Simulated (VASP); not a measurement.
These are optB86b-vdW, VASP's PBE PAW potentials (set 64) (plane waves; VASP) values and carry that method's errors.

VASP input:

POSCAR:
```
CsI
9.0598420
  0.5000000057   0.0000000000   0.0000000000
  0.0000000000   0.5000000057   0.0000000000
  0.0000000000   0.0000000000   0.5000000057
Cs I
1 1
direct
  0.0000000000   0.0000000000   0.0000000000
  0.5000000000   0.5000000000   0.5000000000
```

### KPOINTS
```
k-points along high-symmetry lines
15
Line-mode
Reciprocal
  0.000000   0.000000   0.000000 ! GAMMA
  0.000000   0.500000   0.000000 ! X

  0.000000   0.500000   0.000000 ! X
  0.500000   0.500000   0.000000 ! M

  0.500000   0.500000   0.000000 ! M
  0.000000   0.000000   0.000000 ! GAMMA

  0.000000   0.000000   0.000000 ! GAMMA
  0.500000   0.500000   0.500000 ! R

  0.500000   0.500000   0.500000 ! R
  0.000000   0.500000   0.000000 ! X

  0.500000   0.500000   0.500000 ! R
  0.500000   0.500000   0.000000 ! M
```

**INCAR**
```
NELM = 100   ! most electronic steps
AGGAC = 0.0
SIGMA = 0.05   ! width (eV)
PARAM1 = 0.1234
GGA = MK
LUSE_VDW = .TRUE.
LMAXMIX = 4   ! l cut-off of mixed one-centre charges
ICHARG = 11
ISMEAR = 0   ! Gaussian
ENCUT = 520
LWAVE = .FALSE.
LASPH = .TRUE.   ! aspherical one-centre terms
LORBIT = 11   ! lm-projected
SYSTEM = CsI
PARAM2 = 1.0
PREC = Accurate
EDIFF = 1E-7   ! SCF stop (eV)
ALGO = Normal
LCHARG = .FALSE.
LREAL = .FALSE.
```

POTCAR, in this order: Cs_sv I (PBE.64 set). Program: vasp_std. Read from the step before: CHGCAR.

The run wrote:

File OUTCAR:
```
 ion  position               nearest neighbor table
   1  0.000  0.000  0.000-
   2  0.500  0.500  0.500-
  LATTYP: Found a simple cubic cell.
 ALAT       =     4.5299210512
 Subroutine PRICEL returns:
 Original cell was already a primitive cell.
 Subroutine GETGRP returns: Found 48 space group operations
The static configuration has the point symmetry O_h .
The dynamic configuration has the point symmetry O_h .
 Subroutine INISYM returns: Found 48 space group operations
   k-points           NKPTS =     90   k-points in BZ     NKDIM =     90   number of bands    NBANDS=     12
   number of dos      NEDOS =    301   number of ions     NIONS =      2
   total plane-waves  NPLWV =  46656
   dimension x,y,z NGX =    36 NGY =   36 NGZ =   36
   dimension x,y,z NGXF=    72 NGYF=   72 NGZF=   72
   ions per type =               1   1
   PREC   = accura    normal or accurate (medium, high low for compatibility)
   ISTART =      0    job   : 0-new  1-cont  2-samecut
   ICHARG =     11    charge: 1-file 2-atom 10-const
   ISPIN  =      1    spin polarized calculation?
   LNONCOLLINEAR =      F non collinear calculations
   LSORBIT =      F    spin-orbit coupling
   INIWAV =      1    electr: 0-lowe 1-rand  2-diag
   ENCUT  =  520.0 eV  38.22 Ry    6.18 a.u.   8.42  8.42  8.42*2*pi/ulx,y,z
...
```

### OSZICAR
```
       N       E                     dE             d eps       ncg     rms          rms(c)
DAV:   1     0.964140477288E+02    0.96414E+02   -0.62831E+03  2160   0.110E+03
DAV:   2     0.665007007504E+01   -0.89764E+02   -0.84247E+02  3172   0.169E+02
DAV:   3    -0.760304956368E+00   -0.74104E+01   -0.73775E+01  2700   0.548E+01
DAV:   4    -0.865538694589E+00   -0.10523E+00   -0.10519E+00  2580   0.800E+00
DAV:   5    -0.866983577434E+00   -0.14449E-02   -0.14448E-02  2704   0.951E-01
DAV:   6    -0.867026037377E+00   -0.42460E-04   -0.42460E-04  2816   0.145E-01
DAV:   7    -0.867026898553E+00   -0.86118E-06   -0.86115E-06  2664   0.182E-02
DAV:   8    -0.867026932204E+00   -0.33652E-07   -0.33636E-07  2328   0.318E-03
   1 F= -.86702693E+00 E0= -.86702693E+00  d E =-.547253E-17
```

OUTCAR:
```
 val. band max:        0.8828095797   @ k =   0.5000   0.5000   0.0000

 cond. band min:       4.8018233013   @ k =   0.0000   0.0000   0.0000



 k-point     1 :       0.0000    0.0000    0.0000
  band No.  band energies     occupation
      1     -19.5001      2.00000
      2      -9.8338      2.00000
      3      -6.1837      2.00000
      4      -6.1837      2.00000
      5      -6.1837      2.00000
      6       0.7988      2.00000
      7       0.7988      2.00000
      8       0.7988      2.00000
      9       4.8018      0.00000
     10       4.9900      0.00000
     11       4.9900      0.00000
     12       8.6668      0.00000

 k-point     2 :       0.0000    0.0357    0.0000
  band No.  band energies     occupation
      1     -19.4998      2.00000
      2      -9.8339      2.00000
      3      -6.1860      2.00000
      4      -6.1829      2.00000
      5      -6.1829      2.00000
      6       0.7704      2.00000
      7       0.7967      2.00000
      8       0.7967      2.00000
      9       4.8354      0.00000
     10       4.9979      0.00000
     11       5.0201      0.00000
     12       8.6689      0.00000

 k-point     3 :       0.0000    0.0714    0.0000
  band No.  band energies     occupation
      1     -19.4987      2.00000
      2      -9.8344      2.00000
      3      -6.1924      2.00000
      4      -6.1803      2.00000
      5      -6.1803      2.00000
      6       0.6891      2.00000
      7       0.7905      2.00000
      8       0.7905      2.00000
      9       4.9288      0.00000
     10       5.0215      0.00000
     11       5.1125      0.00000
     12       8.6639      0.00000

 k-point     4 :       0.0000    0.1071    0.0000
  band No.  band energies     occupation
      1     -19.4971      2.00000
      2      -9.8353      2.00000
      3      -6.2025      2.00000
      4      -6.1762      2.00000
      5      -6.1762      2.00000
      6       0.5657      2.00000
      7       0.7804      2.00000
...
```

The density is held fixed in this step, so its total energy and stress have no physical meaning. Unless said otherwise, spin-orbit coupling is left out, though it shifts the bands of the heavy elements here.

The compound is CsI in the CsCl type structure. It was relaxed first.
